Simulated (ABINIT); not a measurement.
Input of an ABINIT 10.8.3 (patched build) run:

run.abi

```
# Pseudopotentials
pp_dirpath "./"
pseudos "Pb.upf, Se.upf"

# Structure
acell 3*1.0
rprim
     0.0000000000     5.7837902633     5.7837902633
     5.7837902633     0.0000000000     5.7837902633
     5.7837902633     5.7837902633     0.0000000000
ntypat 2
znucl 82 34
natom 2
typat 1 2
xred
     0.0000000000     0.0000000000     0.0000000000
     0.5000000000     0.5000000000     0.5000000000

# Plane-wave basis
ecut 39.0

# k points
kptopt 1
ngkpt 6 6 6
nshiftk 1
shiftk 0.0 0.0 0.0

# Exchange and correlation
ixc 7

# Bands and occupations
nband 19
occopt 3
tsmear 0.00183747

# SCF cycle
nstep 100
tolvrs 1.0e-10

# Output
iomode 3
prtwf 0
prteig 0
prtebands 0
enunit 1
prtden 1
prtvha 1
prtvclmb 1
prtpot 1
prtelf 1
```

Potentials or basis: PseudoDojo NC SR LDA v0.4.1 standard.

Command:

```console
$ abinit run.abi > log 2>&1
```

Problem. Estimate the pressure.

Solution. -2.5 GPa.

Problem. Estimate the band gap on the k mesh.

Solution. 0.19 eV, direct.

Caveat: spin-orbit coupling is left out, which as a rule narrows the gap of such compounds by several tenths of an eV.

**The experiment to reproduce.**

A printed reference work, monograph reports, for a bulk crystal of PbSe at 300 K: band gap 0.28 eV (direct).

Against the measured gap of PbSe, 0.28 eV (direct; 300 K; a printed reference work, monograph), the calculated 0.19 eV is off by -0.09 eV. 2 values of this kind are on record (0.15 to 0.28 eV); this one was drawn at random. Spin-orbit coupling on Pb, Se is left out. The value is that of LDA on a finite k mesh, which can miss the band edges, without temperature or zero-point motion. Semilocal functionals fall short of measured gaps as a rule.
